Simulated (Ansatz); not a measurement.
**CaSe: strain and displacement**

```
Ca Se
1.0
     0.00000    2.95600    2.95600
     2.95600    0.00000    2.95600
     2.95600    2.95600    0.00000
Ca Se
1 1
Direct
  0.00000 0.00000 0.00000
  0.50000 0.50000 0.50000
```

Atom numbers follow the list: Ca1, Se2.

The conventional cell has a = 5.912 Å, b = 5.912 Å, c = 5.912 Å, α = 90.00°, β = 90.00°, γ = 90.00°. Ca (atom 1) is surrounded by 6 Se at 2.96 Å. Se (atom 2) has 6 Ca at 2.96 Å as nearest neighbours.

The cell is COD entry 1010880, as deposited and not checked against the literature; nothing was relaxed. It is an old determination, and later ones may differ.

Computed with DFT, PBE, all-electron LAPW, scalar-relativistic in Ansatz 0.2.0.

The runs use a Γ-centred 7×7×7 k mesh, Fermi–Dirac smearing of 0.01 eV, basis error target 1 meV/atom, no spin polarisation.

The unchanged cell is at 1.17 GPa.

Semilocal functionals give too small gaps.

x, y and z are the Cartesian axes of the cell as listed; fractional coordinates follow a strain, and an engineering shear is twice the off-diagonal strain component.

Problem. With this change (z strained by +1.5 % at fixed volume), what becomes of the energy and stress and gap?

Solution. Energy change +3 meV/atom; stress change (xx, yy, zz, yz, xz, xy) 0.75, 0.75, -1.31, 0.00, 0.00, 0.00 GPa, compression positive; gap on the k mesh 2.09 → 2.09 eV.

Problem. With this change (atom 1 (Ca) moved by (0.0300, 0.0000, 0.0000) Å), what becomes of the energy and stress and forces and gap?

Solution. Energy change under 1 meV/atom; stress change (xx, yy, zz, yz, xz, xy) 0.06, 0.00, 0.00, 0.00, 0.00, 0.00 GPa, compression positive; change of the force on Ca1 (-0.093, 0.000, 0.000) eV/Å; gap on the k mesh 2.09 → 2.09 eV.

Problem. What force constant does this one finite step give for Ca1 along its displacement (all its periodic images move with it)?

Solution. k = −ΔF·u/|u|² = 3.11 eV/Å², so the force pulls the atom back.
